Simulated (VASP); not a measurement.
Wanted: the native input for a VASP 6.6.1 run.

* Task: relaxation of cell and atoms
* Functional: PBE
* Dispersion: D3(BJ)
* Potentials or basis: VASP PAW PBE potentials, release 64 (B, As)
* Cutoff: 600 eV
* k mesh: 10 × 10 × 10
* Occupations: gaussian, width 0.03 eV
* Spin: no spin polarisation
* Further INCAR settings: ALGO = Normal; EDIFF = 1e-07; IBRION = 2; EDIFFG = -0.005; NSW = 90; ISIF = 3

The structure of BAs lies in POSCAR:

```
BAs                                     
1.0
   -0.0000000000      2.3858571871      2.3858571871
    2.3858571871      0.0000000000      2.3858571871
    2.3858571871      2.3858571871     -0.0000000000
  B               As            
     1     1
Direct
     0.0000000000000000    0.0000000000000000    0.0000000000000000
     0.2500000000000000    0.2500000000000000    0.2500000000000000
```

The input as run:

INCAR

```
SYSTEM = BAs
PREC = Accurate
ENCUT = 600
EDIFF = 1E-7
ISMEAR = 0
SIGMA = 0.03
LREAL = .FALSE.
LASPH = .TRUE.
NELM = 80
ALGO = Normal
ISIF = 3
LWAVE = .FALSE.
LCHARG = .FALSE.
GGA = PE
IVDW = 12
IBRION = 2
NSW = 90
EDIFFG = -0.005
```

KPOINTS

```
Automatic mesh
0
G
  10 10 10
  0 0 0
```

Potentials or basis: VASP PAW PBE potentials, release 64 (B, As).

The run is started by

```bash
$ cat potpaw_PBE.64/B/POTCAR potpaw_PBE.64/As/POTCAR > POTCAR
$ mpirun -np 1 vasp_std > vasp.out
```

It gave:

The pressure after relaxing is 0.0 GPa, the band gap on the k mesh is 1.17 eV, indirect (least direct gap 3.28 eV) and the dispersion energy per atom is -0.331 eV.

Caveat: the relaxation stopped at its first step, so nothing moved.

It took 6 s on 1 thread of Intel(R) Xeon(R) 6975P-C (Granite Rapids) (shared host), peak memory 0.17 GiB.
